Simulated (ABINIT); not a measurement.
# HfC (P6_3/mmc) in ABINIT: a series of runs

The runs below take HfC through relaxation of cell and atoms, single point, with PBEsol.

All numbers are computed with ABINIT 10.8.3 (patched build); they aren't measurements. Logs are shortened: lines on timing, memory, paths and dates and some standing lists are left out, and cuts for length are marked. The log counts tension as positive stress, the text compression.

**1. The structure**

It takes space group P6_3/mmc (No. 194, hexagonal). The conventional cell has a = 3.343 Å, b = 3.343 Å, c = 5.203 Å, α = 90.00°, β = 90.00°, γ = 120.00°. Hf (site symmetry -6m2) has 6 C at 2.33 Å as nearest neighbours. C (site symmetry -3m) has 6 Hf at 2.33 Å and 2 C at 2.60 Å as nearest neighbours.

The cell comes from a database or a generator and needn't be the stable form of this composition.

**2. Relaxation of cell and atoms, PBEsol**

Input file run.abi:

```
# Pseudopotentials
pp_dirpath "./"
pseudos "Hf.upf, C.upf"

# Structure
acell 6.3171013117 6.3171013116 9.8317045648
rprim
     1.0000000000     0.0000000000     0.0000000000
    -0.5000000000     0.8660254038     0.0000000000
     0.0000000000     0.0000000000     1.0000000000
ntypat 2
znucl 72 6
natom 4
typat 1 1 2 2
chkprim 0
chksymtnons 0
tolsym 1.0e-6
xred
            1/3            2/3            1/4
            2/3            1/3            3/4
            0.0            0.0            1/2
            0.0            0.0            0.0

# Plane-wave basis
ecut 41.0
ecutsm 0.5

# k points
kptopt 1
ngkpt 7 7 4
nshiftk 1
shiftk 0.0 0.0 0.0

# Exchange and correlation
ixc -116133

# Bands and occupations
nband 20
occopt 3
tsmear 0.05 eV

# SCF cycle
nstep 80
tolvrs 1.0e-12

# Output
iomode 3
prteig 0
prtebands 0
prtwf 0
prtden 0

# Relaxation
ionmov 2
optcell 2
ntime 50
tolmxf 2.0e-5
dilatmx 1.08
```

Potentials or basis: PseudoDojo NC SR PBEsol v0.4.1 standard.

Command:

```
mpirun --bind-to none -np 4 abinit run.abi > log 2>&1
```

run.abo:

```text
.Version 10.8.3 of ABINIT
 Symmetries : space group P6_3/m m c (#194); Bravais hP (primitive hexag.)
================================================================================
 Values of the parameters that define the memory need of the present run
     intxc =       0    ionmov =       2      iscf =       7    lmnmax =       8
     lnmax =       8     mgfft =      64  mpssoang =       4    mqgrid =    3061
     natom =       4  nloc_mem =       1    nspden =       1   nspinor =       1
    nsppol =       1      nsym =      24    n1xccc =    2501    ntypat =       2
    occopt =       3   xclevel =       2
       mpw =        5388          nfft =      102400          nkpt =          24
================================================================================
================================================================================

--------------------------------------------------------------------------------
------------- Echo of variables that govern the present computation ------------
--------------------------------------------------------------------------------
 -outvars: echo values of preprocessed input variables --------
            acell      6.3171013117E+00  6.3171013116E+00  9.8317045648E+00 Bohr
              amu      1.78490000E+02  1.20110000E+01
          chkprim           0
      chksymtnons           0
          dilatmx      1.08000000E+00
             ecut      4.10000000E+01 Hartree
           ecutsm      5.00000000E-01 Hartree
           ionmov           2
              ixc     -116133
         kptrlatt        7    0    0      0    7    0      0    0    4
          kptrlen      3.93268183E+01
            natom           4
            nband          20
            ngfft          40      40      64
             nkpt          24
            nstep          80
             nsym          24
            ntime          50
           ntypat           2
           occopt           3
          optcell           2
           prtden           0
        prtebands           0
           prteig           0
            prtwf           0
            rprim      1.0000000000E+00  0.0000000000E+00  0.0000000000E+00
                      -5.0000000000E-01  8.6602540380E-01  0.0000000000E+00
                       0.0000000000E+00  0.0000000000E+00  1.0000000000E+00
          spgroup         194
           tolmxf      2.00000000E-05
           tolsym      1.00000000E-06
           tolvrs      1.00000000E-12
           tsmear      1.83746611E-03 Hartree
            typat      1  1  2  2
           xangst      1.7639023288E-11  1.9300046143E+00  1.3006784991E+00
                       1.6714330254E+00  9.6500230716E-01  3.9020354974E+00
                       0.0000000000E+00  0.0000000000E+00  2.6013569982E+00
                       0.0000000000E+00  0.0000000000E+00  0.0000000000E+00
            xcart      3.3332923142E-11  3.6471801428E+00  2.4579261412E+00
                       3.1585506559E+00  1.8235900714E+00  7.3737784236E+00
                       0.0000000000E+00  0.0000000000E+00  4.9158522824E+00
                       0.0000000000E+00  0.0000000000E+00  0.0000000000E+00
             xred      3.3333333333E-01  6.6666666667E-01  2.5000000000E-01
                       6.6666666667E-01  3.3333333333E-01  7.5000000000E-01
                       0.0000000000E+00  0.0000000000E+00  5.0000000000E-01
                       0.0000000000E+00  0.0000000000E+00  0.0000000000E+00
            znucl       72.00000    6.00000

================================================================================

 chkinp: Checking input parameters for consistency.

================================================================================
== DATASET  1 ==================================================================

--- !DatasetInfo
iteration_state: {dtset: 1, }
dimensions: {natom: 4, nkpt: 24, mband: 20, nsppol: 1, nspinor: 1, nspden: 1, mpw: 5388, }
cutoff_energies: {ecut:  41.0, pawecutdg:  -1.0, }
electrons: {nelect:   3.20000000E+01, charge:   0.00000000E+00, occopt:   3.00000000E+00, tsmear:   1.83746611E-03, }
meta: {optdriver: 0, ionmov: 2, optcell: 2, iscf: 7, paral_kgb: 0, }
...

 Real(R)+Recip(G) space primitive vectors, cartesian coordinates (Bohr,Bohr^-1):
 R(1)=  6.3171013  0.0000000  0.0000000  G(1)=  0.1583005  0.0913948  0.0000000
 R(2)= -3.1585507  5.4707702  0.0000000  G(2)=  0.0000000  0.1827896  0.0000000
 R(3)=  0.0000000  0.0000000  9.8317046  G(3)=  0.0000000  0.0000000  0.1017118
 Unit cell volume ucvol=  3.3977791E+02 bohr^3
 Angles (23,13,12)=  9.00000000E+01  9.00000000E+01  1.20000000E+02 degrees

 getcut: wavevector=  0.0000  0.0000  0.0000  ngfft=  40  40  64
         ecut(hartree)=     47.822   => boxcut(ratio)=   2.03405

--- Pseudopotential description ------------------------------------------------
- pspini: atom type   1  psp file is ./Hf.upf
  72.00000  12.00000  180301                  znucl, zion, pspdat
12 -116133 3 -1 1656                          pspcod,pspxc,lmax,lloc,mmax
     nproj     2     2     2     2

- pspini: atom type   2  psp file is ./C.upf
   6.00000   4.00000  180301                  znucl, zion, pspdat
12 -116133 1 -1 1248                          pspcod,pspxc,lmax,lloc,mmax
     nproj     2     2     0     0

   1.68575360E+03                                ecore*ucvol(ha*bohr**3)
--------------------------------------------------------------------------------

================================================================================

=== [ionmov= 2] Broyden-Fletcher-Goldfarb-Shanno method (forces)
================================================================================

--- Iteration: ( 1/50) Internal Cycle: (1/1)
--------------------------------------------------------------------------------

---SELF-CONSISTENT-FIELD CONVERGENCE--------------------------------------------

--- !BeginCycle
iteration_state: {dtset: 1, itime: 1, icycle: 1, }
solver: {iscf: 7, nstep: 80, nline: 4, wfoptalg: 0, }
tolerances: {tolvrs: 1.00E-12, }
...

     iter   Etot(hartree)      deltaE(h)  residm     vres2
 ETOT  1  -124.54863410502    -1.245E+02 1.677E-01 1.807E+03
 ETOT  2  -124.53431307169     1.432E-02 3.962E-02 2.208E+03
 ETOT  3  -124.89169411183    -3.574E-01 9.232E-03 1.838E+00
 ETOT  4  -124.89249977994    -8.057E-04 3.479E-03 5.251E-02
 ETOT  5  -124.89250912111    -9.341E-06 1.173E-03 5.140E-03
 ETOT  6  -124.89250998774    -8.666E-07 6.751E-04 2.385E-05
 ETOT  7  -124.89250999233    -4.590E-09 3.046E-04 3.080E-07
 ETOT  8  -124.89250999239    -6.240E-11 2.237E-04 2.454E-09
 ETOT  9  -124.89250999239    -1.378E-12 1.395E-04 3.254E-11
 ETOT 10  -124.89250999239     8.669E-13 2.065E-04 1.163E-12
 ETOT 11  -124.89250999239     7.532E-13 1.145E-04 9.046E-15
[... 729 lines left out ...]
 -5.38529044630877E-28  1.88485165620807E-27 -0.00000000000000E+00
 -0.00000000000000E+00 -2.69264522315439E-28 -0.00000000000000E+00
 -0.00000000000000E+00 -2.69264522315439E-28 -0.00000000000000E+00
 Scale of Primitive Cell (acell) [bohr]
  6.21351405341211E+00  6.21351405339749E+00  9.86379220521071E+00
 Real space primitive translations (rprimd) [bohr]
  6.21351405341211E+00  0.00000000000000E+00  0.00000000000000E+00
 -3.10675702665688E+00  5.38106101703802E+00  0.00000000000000E+00
  0.00000000000000E+00  0.00000000000000E+00  9.86379220521071E+00
 Unitary Cell Volume (ucvol) [Bohr^3]=  3.29798834273361E+02
 Angles (23,13,12)= [degrees]
  9.00000000000000E+01  9.00000000000000E+01  1.19999999999554E+02
 Lengths [Bohr]
  6.21351405341211E+00  6.21351405339749E+00  9.86379220521071E+00
 Stress tensor in cartesian coordinates (strten) [Ha/bohr^3]
  1.06543125363845E-09 -1.41652299609531E-13  0.00000000000000E+00
 -1.41652299609531E-13  1.06536495250720E-09  0.00000000000000E+00
  0.00000000000000E+00  0.00000000000000E+00  2.06992378966320E-09
 Total energy (etotal) [Ha]= -1.24894177914281E+02

 Difference of energy with previous step (new-old):
           Absolute (Ha)=-2.89022E-09
           Relative     =-2.31413E-11

 At Broyd/MD step   7, gradients are converged :
  max grad (force/stress) = 2.0699E-07 < tolmxf= 2.0000E-05 ha/bohr (free atoms)

================================================================================

 ----iterations are completed or convergence reached----

 Mean square residual over all n,k,spin=   45.089E-11; max=  75.941E-09
 reduced coordinates (array xred) for    4 atoms
       0.333333333333      0.666666666667      0.250000000000
       0.666666666667      0.333333333333      0.750000000000
       0.000000000000     -0.000000000000      0.500000000000
       0.000000000000     -0.000000000000      0.000000000000
 rms dE/dt=  7.2917E-28; max dE/dt=  2.1541E-27; dE/dt below (all hartree)
    1       0.000000000000     -0.000000000000      0.000000000000
    2      -0.000000000000      0.000000000000      0.000000000000
    3       0.000000000000      0.000000000000      0.000000000000
    4       0.000000000000      0.000000000000      0.000000000000

 cartesian coordinates (angstrom) at end:
    1      0.00000000001735     1.89835657250883     1.30492351113476
    2      1.64402501723896     0.94917828625441     3.91477053340429
    3      0.00000000000000    -0.00000000000000     2.60984702226953
    4      0.00000000000000    -0.00000000000000     0.00000000000000

 cartesian forces (hartree/bohr) at end:
    1     -0.00000000000000     0.00000000000000    -0.00000000000000
    2      0.00000000000000    -0.00000000000000    -0.00000000000000
    3     -0.00000000000000     0.00000000000000    -0.00000000000000
    4     -0.00000000000000     0.00000000000000    -0.00000000000000
 frms,max,avg= 1.1189127E-28 3.0023580E-28   0.000E+00  0.000E+00  0.000E+00 h/b

 cartesian forces (eV/Angstrom) at end:
    1     -0.00000000000000     0.00000000000000    -0.00000000000000
    2      0.00000000000000    -0.00000000000000    -0.00000000000000
    3     -0.00000000000000     0.00000000000000    -0.00000000000000
    4     -0.00000000000000     0.00000000000000    -0.00000000000000
 frms,max,avg= 5.7536807E-27 1.5438745E-26   0.000E+00  0.000E+00  0.000E+00 e/A
 length scales=  6.213514053412  6.213514053397  9.863792205211 bohr
              =  3.288050034461  3.288050034453  5.219694044539 angstroms
 Fermi (or HOMO) energy (hartree) =   0.43461   Average Vxc (hartree)=  -0.47907
 Eigenvalues (hartree) for nkpt=  24  k points:
 kpt#   1, nband= 20, wtk=  0.00510, kpt=  0.0000  0.0000  0.0000 (reduced coord)
  -1.81505   -1.81311   -0.68363   -0.65983   -0.65983   -0.65657   -0.65657   -0.65395
  -0.04469    0.12074    0.17742    0.32332    0.32332    0.39356    0.39356    0.47084
   0.48955    0.48955    0.51218    0.51218
      occupation numbers for kpt#   1
   2.00000    2.00000    2.00000    2.00000    2.00000    2.00000    2.00000    2.00000
   2.00000    2.00000    2.00000    2.00000    2.00000    2.00000    2.00000    0.00000
   0.00000    0.00000    0.00000    0.00000
 prteigrs : prtvol=0 or 1, do not print more k-points.

--- !EnergyTerms
iteration_state     : {dtset: 1, itime: 7, icycle: 1, }
comment             : Components of total free energy in Hartree
kinetic             :  3.71314801393103E+01
hartree             :  1.29786975430802E+01
xc                  : -3.26610111746694E+01
Ewald energy        : -9.61891126190998E+01
psp_core            :  5.11146015520572E+00
local_psp           : -5.61269760482019E+01
non_local_psp       :  4.86141279075889E+00
internal            : -1.24894049213616E+02
'-kT*entropy'       : -1.28700665183359E-04
total_energy        : -1.24894177914281E+02
total_energy_eV     : -3.39854371509977E+03
band_energy         : -1.12330170853904E+01
...

 Cartesian components of stress tensor (hartree/bohr^3)
  sigma(1 1)=  1.06543125E-09  sigma(3 2)=  0.00000000E+00
  sigma(2 2)=  1.06536495E-09  sigma(3 1)=  0.00000000E+00
  sigma(3 3)=  2.06992379E-09  sigma(2 1)= -1.41652300E-13

-Cartesian components of stress tensor (GPa)         [Pressure= -4.1196E-05 GPa]
- sigma(1 1)=  3.13460697E-05  sigma(3 2)=  0.00000000E+00
- sigma(2 2)=  3.13441191E-05  sigma(3 1)=  0.00000000E+00
- sigma(3 3)=  6.08992604E-05  sigma(2 1)= -4.16755454E-09

== END DATASET(S) ==============================================================
================================================================================

 -outvars: echo values of variables after computation  --------
            acell      6.2135140534E+00  6.2135140534E+00  9.8637922052E+00 Bohr
           etotal     -1.2489417791E+02
            fcart     -8.6670608612E-29  2.0015719685E-28 -0.0000000000E+00
                       8.6670608612E-29 -3.0023579528E-28 -0.0000000000E+00
                      -0.0000000000E+00  5.0039299213E-29 -0.0000000000E+00
                      -0.0000000000E+00  5.0039299213E-29 -0.0000000000E+00
            rprim      1.0000000000E+00  0.0000000000E+00  0.0000000000E+00
                      -4.9999999999E-01  8.6602540379E-01  0.0000000000E+00
                       0.0000000000E+00  0.0000000000E+00  1.0000000000E+00
           strten      1.0654312536E-09  1.0653649525E-09  2.0699237897E-09
                       0.0000000000E+00  0.0000000000E+00 -1.4165229961E-13
           xangst      1.7349815310E-11  1.8983565725E+00  1.3049235111E+00
                       1.6440250172E+00  9.4917828625E-01  3.9147705334E+00
                       2.2864953981E-29 -2.3921616230E-29  2.6098470223E+00
                       2.2864953981E-29 -2.3921616230E-29  1.6178499776E-32
             xred      3.3333333333E-01  6.6666666667E-01  2.5000000000E-01
                       6.6666666667E-01  3.3333333333E-01  7.5000000000E-01
                       2.7535476395E-30 -8.4008159396E-30  5.0000000000E-01
                       2.7535476395E-30 -8.4008159396E-30  3.0995111280E-33
 Calculation completed.
```

Run time: 2.4 min. Hardware: 4 MPI ranks of Arm Neoverse V2, shared host; peak memory 0.4 GiB.

Results:

```
Free energy                            : -3398.5437 eV
Relaxed volume                         : 12.22 Å³/atom
Relaxed cell                           : a = 3.288 Å, b = 3.288 Å, c = 5.220 Å, α = 90.00°, β = 90.00°, γ = 120.00°
Space group after relaxing (to 0.05 Å) : P6_3/mmc (No. 194)
Energy gained by relaxing              : 11.3 meV/atom
Ionic steps                            : 7
Pressure after relaxing                : 0.0 GPa
Band gap on the k mesh                 : none (metal or under the smearing width)
```

Step by step:
```csv
step,energy change (eV),largest force (eV/Å),pressure (GPa),volume (Å³)
1,0.0000,0.0000,-7.10,50.35
2,-0.0370,0.0000,-2.04,49.26
3,-0.0435,0.0000,0.51,48.76
4,-0.0446,0.0000,0.54,48.76
5,-0.0454,0.0000,0.09,48.85
6,-0.0454,0.0000,0.01,48.87
7,-0.0454,0.0000,0.00,48.87
```

Final structure:
```
CELL_PARAMETERS angstrom
3.28805 0.00000 0.00000
-1.64403 2.84753 0.00000
0.00000 0.00000 5.21969
ATOMIC_POSITIONS crystal
Hf 0.33333 0.66667 0.25000
Hf 0.66667 0.33333 0.75000
C 0.00000 0.00000 0.50000
C 0.00000 0.00000 0.00000
```

**3. Single point, PBEsol (cell relaxed)**

Input file run.abi:

```
pp_dirpath "./"
pseudos "Hf.upf, C.upf"

acell 3*1.0 Angstrom
rprim
     3.2880500400     0.0000000000     0.0000000000
    -1.6440250200     2.8475348600     0.0000000000
     0.0000000000     0.0000000000     5.2196940500
ntypat 2
znucl 72 6
natom 4
typat 1 1 2 2
xred
     0.3333333300     0.6666666700     0.2500000000
     0.6666666700     0.3333333300     0.7500000000
     0.0000000000     0.0000000000     0.5000000000
     0.0000000000     0.0000000000     0.0000000000
chkprim 0
chksymtnons 0
tolsym 1.0e-6

ecut 41.0

kptopt 1
ngkpt 7 7 4
nshiftk 1
shiftk 0.0 0.0 0.0

ixc -116133

nband 20
occopt 3
tsmear 0.05 eV

nstep 100
tolvrs 1.0e-10

iomode 3
prtwf 0
prtden 0
prteig 0
prtebands 0
```

Potentials or basis: PseudoDojo NC SR PBEsol v0.4.1 standard.

Command:

```
mpirun --bind-to none -np 4 abinit run.abi > log 2>&1
```

It took 18 s on 4 MPI ranks of Arm Neoverse V2, shared host; peak memory 0.32 GiB.

Results (log left out):

| Property | Result |
| --- | --- |
| Free energy | -3398.5439 eV |
| Pressure | -0.1 GPa |
| Band gap on the k mesh | none (metal or under the smearing width) |
| Valence electrons inside the program's atomic spheres | Hf 8.47; C 3.87 |

Levels at points of the mesh, in eV from the Fermi level:
```
           k point  band 12  band 13  band 14  band 15  band 16  band 17  band 18  band 19  band 20
(0.00, 0.00, 0.00)    -3.03    -3.03    -1.12    -1.12     0.99     1.50     1.50     2.11     2.11
(0.00, 0.00, 0.50)    -3.20    -2.58    -2.58    -2.58    -2.58     4.09     4.09     4.09     4.12
```

Spin-orbit coupling is left out, which matters for the levels of Hf.

**4. Single point, PBEsol**

Input file run.abi:

```
pp_dirpath "./"
pseudos "Hf.upf, C.upf"

acell 3*1.0 Angstrom
rprim
     3.3428660531     0.0000000000     0.0000000000
    -1.6714330265     2.8950069234     0.0000000000
     0.0000000000     0.0000000000     5.2027140000
ntypat 2
znucl 72 6
natom 4
typat 1 1 2 2
xcart
    -0.0000000003     3.6471801429     2.4579261412
     3.1585506562     1.8235900712     7.3737784236
     0.0000000000     0.0000000000     4.9158522824
     0.0000000000     0.0000000000     0.0000000000

ecut 37.0

kptopt 1
ngkpt 7 7 4
nshiftk 1
shiftk 0.0 0.0 0.0

ixc -116133

nband 20
occopt 3
tsmear 0.05 eV

nstep 100
tolvrs 1.0e-10

iomode 3
prtwf 0
prteig 0
prtebands 0
enunit 1
prtvol 2
prtden 1
prtvha 1
prtvclmb 1
prtpot 1
prtelf 1
```

Command:

```
mpirun --bind-to none -np 4 abinit run.abi > log 2>&1
```

Wall time 14 s (4 MPI ranks of Intel Xeon Platinum 8488C (Sapphire Rapids), shared host); peak memory 0.32 GiB.

The run converged. Its results:

- Free energy: -3398.4918 eV
- Pressure: -7.3 GPa
- Band gap on the k mesh: none (metal or under the smearing width)
- Valence electrons inside the program's atomic spheres: Hf 8.45; C 3.82

Stress tensor (GPa, compression positive):
```
-9.22  0.00  0.00
 0.00 -9.22  0.00
 0.00  0.00 -3.60
```

Levels at points of the mesh, in eV from the Fermi level:
```tsv
k point	band 12	band 13	band 14	band 15	band 16	band 17	band 18	band 19	band 20
(0.00, 0.00, 0.00)	-3.04	-3.04	-1.12	-1.12	1.07	1.49	1.49	1.96	1.96
(0.00, 0.00, 0.50)	-3.01	-2.60	-2.60	-2.60	-2.60	4.02	4.02	4.03	4.03
```

The run has no spin-orbit coupling, so splittings on Hf are missing.

**5. Summary**

| task | cell | cutoff (eV) | cell freedom (optcell) | optimiser (ionmov) | cutoff smearing ecutsm (Ha) | force stop (Ha/bohr) | gap on the mesh (eV) | pressure (GPa) |
| --- | --- | --- | --- | --- | --- | --- | --- | --- |
| relaxation of cell and atoms | relaxed | 1116 | 2 | 2 | 0.5 | 2e-05 | none | 0.0 |
| single point | cell relaxed | 1116 | - | - | - | - | none | -0.1 |
| single point | as given | 1007 | - | - | - | - | none | -7.3 |

Alike in all rows: level PBEsol; potentials or basis PseudoDojo NC SR PBEsol v0.4.1 standard; no spin polarisation; k mesh 7 × 7 × 4; smearing fermi-dirac 0.05 eV.

Total energies depend on the potentials used, so only differences within one code and one set of settings carry meaning.
